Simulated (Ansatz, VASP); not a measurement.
**One calculation of CuO (Tenorite), two programs**

```xyz
4
Lattice="2.2940 -1.6764 0.0000 2.2940 1.6764 0.0000 -0.8327 0.0000 4.9546" Properties=species:S:1:pos:R:3 pbc="T T T"
Cu    0.7307   -0.8382    2.4773
Cu    1.1470    0.8382    0.0000
O     1.6695    0.2736    3.7160
O     2.0859   -0.2736    1.2387
```

Change from the starting cell: volume scaled by 0.94.

Alike in both runs: task single point; functional PBEsol; k mesh 10 × 10 × 5; occupations fermi-dirac, width 0.05 eV; no spin polarisation.

```csv
,VASP,Ansatz
version,VASP 6.6.1,Ansatz 0.2.0
potentials or method,"VASP PAW PBE potentials, release 64 (Cu, O)",Ansatz PAW
plane-wave cutoff (eV),520,420
valence electrons in the cell,34,50
```

|  | VASP | Ansatz | Ansatz less VASP |
| --- | --- | --- | --- |
| gap on the k mesh at the Fermi level (eV) | none | none | - |
| pressure (GPa) | 10.5 | 9.7 | -0.82 |
| largest component of the traceless stress (GPa) | 2.28 | 2.19 | -0.094 |
| rms of the force components (eV/Å) | 0.044 | 0.063 | +0.0193 |

Atom by atom the forces differ by 0.019 eV/Å (rms over components). A gap of «none» marks a metal or a gap that the smearing closes. The two sets of potentials don't hold the same shells in valence.

Caveats: the run has no spin polarisation, though such a crystal can be magnetic; semilocal functionals often make such compounds metallic where correlation or magnetic order opens a gap, which also shifts bond lengths; the PAW data sets were made with another functional, which shifts forces and pressure a little (VASP); the pressure holds a Pulay correction of +0.8 GPa for the finite cutoff (Ansatz); the PAW data sets come from PBE, with cores solved anew for the run's functional, which leaves a small shift of forces and pressure (Ansatz).
